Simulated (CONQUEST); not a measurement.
# GaN under changes of volume

One of the cells (11.444 Å³/atom); the others are scaled copies at fixed shape and fractional positions:

```
Ga N
1.0
     3.18693    0.00000    0.00000
     0.00000    3.18693    0.00000
     0.00000    0.00000    4.50700
Ga N
2 2
Direct
  0.00000 0.00000 0.00000
  0.50000 0.50000 0.50000
  0.00000 0.50000 0.75000
  0.50000 0.00000 0.25000
```

The cell is a database's computed one.

- Program: CONQUEST 1.3
- Functional: PBE
- Potentials or basis: PseudoDojo NC PBE, SZ, grid of 36 × 36 × 48 points
- k mesh: 8 × 8 × 6
- Occupations: fermi-dirac, width 0.05 eV
- Spin: no spin polarisation

```tsv
volume (Å³/atom)	energy over the lowest point (meV/atom)	pressure (GPa)	gap on the mesh (eV)
10.757	?	?	?
10.986	100.85	25.6	2.17
11.215	68.42	19.5	2.02
11.444	43.26	15.6	1.86
11.673	23.66	11.8	1.71
11.902	9.31	8.3	1.57
12.131	0.00	4.7	1.43
```

Question: What does the run at 10.757 Å³/atom give?

Answer: Energy over the lowest point 141.47 meV/atom; pressure 31.1 GPa; gap on the mesh 2.33 eV.

Worked out: A Birch-Murnaghan fit of order 3 (a polynomial in V^(-2/3)) to the other rows has no minimum within the range. It gives 140.64 meV/atom at 10.757 Å³/atom, against the run's 141.47, and -dE/dV = 30.8 GPa, against 31.1. A straight line through the other rows of the gap, of slope -7.49 eV per unit of ln V, extrapolates to 2.33 eV, against the run's 2.33.

Energies are extrapolated to zero smearing.

Caveats: the atomic basis is small; the basis of atomic orbitals isn't converged, which shifts pressures, moduli and gaps; the real-space grid breaks the cell's symmetry a little.

A mesh can miss the band edges. Spin-orbit coupling on Ga is left out.
